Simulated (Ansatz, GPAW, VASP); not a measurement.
C: 4 runs at one level of theory

```xyz
2
Lattice="0.0000 1.7834 1.7834 1.7834 0.0000 1.7834 1.7834 1.7834 0.0000" Properties=species:S:1:pos:R:3 pbc="T T T"
C     2.6751    2.6751    2.6751
C     1.7834    1.7834    1.7834
```

Alike in all runs: task single point; functional PBE; k mesh 13 × 13 × 13; occupations gaussian, width 0.012 eV; no spin polarisation; no spin-orbit coupling. Pressure is positive in compression and, in plane waves, holds the error of the finite cutoff, which Ansatz's Pulay term estimates and takes out.

```json
{"program and potentials": "Ansatz, Ansatz PAW", "plane-wave cutoff (eV)": "420", "notes": "Pulay term of +1.04 GPa included", "pressure (GPa)": "1.78"}
{"program and potentials": "GPAW, GPAW PAW data sets (gpaw-data 1.2.1)", "plane-wave cutoff (eV)": "800", "notes": "-", "pressure (GPa)": "1.42"}
{"program and potentials": "VASP, PBE PAW files C, 520 eV", "plane-wave cutoff (eV)": "520", "notes": "-", "pressure (GPa)": "2.46"}
{"program and potentials": "Ansatz, all-electron LAPW, scalar-relativistic", "plane-wave cutoff (eV)": "-", "notes": "-", "pressure (GPa)": "1.75"}
```

The pressure spans 1.42 (GPAW, GPAW PAW data sets (gpaw-data 1.2.1)) to 2.46 GPa (VASP, PBE PAW files C, 520 eV), with all-electron results at 1.75.

Differences between rows come from potentials, basis sets and numerical settings, since the functional is the same but for its coding. Runs on potential files found faulty are left out.

All four runs put diamond under slight compression at this cell size, so the static PBE lattice would relax to a somewhat larger volume. The gradient correction in PBE tends to weaken bonding and lengthen bonds slightly. In diamond, the short, directional sp3 bonds resist compression so strongly that even a very small mismatch in lattice constant produces a pressure on the GPa scale. The spread between programs therefore probably corresponds to only minor differences in equilibrium geometry.

The Ansatz PAW value of 1.78 GPa nearly matches the all-electron 1.75 GPa, but more than half of it comes from the Pulay term, so the agreement tests the correction as much as the potential. A missing correction of this kind is unlikely to explain the higher VASP value, because incomplete plane-wave bases normally make the computed pressure too low; the carbon potential is a more likely source. Zero-point motion, absent from these static pressures, would add a further outward push, which is appreciable for such light, stiffly bound atoms.
